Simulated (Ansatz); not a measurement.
# C: the cost of one run

Method: DFT PBE, scalar-relativistic, plane waves, PAW, in Ansatz 0.2.0.

### Step 1. The starting structure

Symmetry: Imma, No. 74, orthorhombic system. The conventional cell has a = 2.545 Å, b = 7.335 Å, c = 4.438 Å, α = 90.00°, β = 90.00°, γ = 90.00°. C (site symmetry m) is surrounded by 4 C at 1.52 Å. C (site symmetry mm2) is surrounded by 4 C at 1.52 Å.

As a file:

```
CELL_PARAMETERS angstrom
-1.27234 3.66732 2.21884
1.27234 -3.66732 2.21884
1.27234 3.66732 -2.21884
ATOMIC_POSITIONS crystal
C 0.80157 0.84431 0.95727
C 0.19843 0.15569 0.04273
C 0.61296 0.15569 0.45727
C 0.38704 0.84431 0.54273
C 0.40708 0.15708 0.25000
C 0.59292 0.84292 0.75000
```

The cell is invented: 4-connected net of one element (Imma, No. 74). Lengths come from tabulated atomic sizes and are only a guess.

### Step 2. A first look at the guess

Input file input.yaml:

```yaml
crystal:
  lattice:
    - [-1.27233805, 3.66731965, 2.21883553]
    - [1.27233805, -3.66731965, 2.21883553]
    - [1.27233805, 3.66731965, -2.21883553]
  atoms:
    - { symbol: C, position: [0.8015749, 0.84430877, 0.95726613] }
    - { symbol: C, position: [0.1984251, 0.15569123, 0.04273387] }
    - { symbol: C, position: [0.61295735, 0.15569123, 0.45726613] }
    - { symbol: C, position: [0.38704265, 0.84430877, 0.54273387] }
    - { symbol: C, position: [0.40708266, 0.15708266, 0.25] }
    - { symbol: C, position: [0.59291734, 0.84291734, 0.75] }
basis:
  ecutwfc: 420
kpoints:
  mp_grid: { grid: [8, 8, 8] }
hamiltonian:
  xc: pbe
scf:
  occupations: { method: gaussian, width: 0.1 }
  lower_state_search: "off"
output:
  forces: true
  stress: true
  eigenvalues: true
```

On the command line:

```bash
$ ansatz run input.yaml --threads 1 --pin off --max-ram 2560MiB --backend cpu --events-out ev --progress --plain --runs-dir out
```

**Question.** How long does this run take on 1 thread of Arm Neoverse V1, shared host, and how much memory does it need?

About 4.3 s, with a peak of 0.33 GiB.
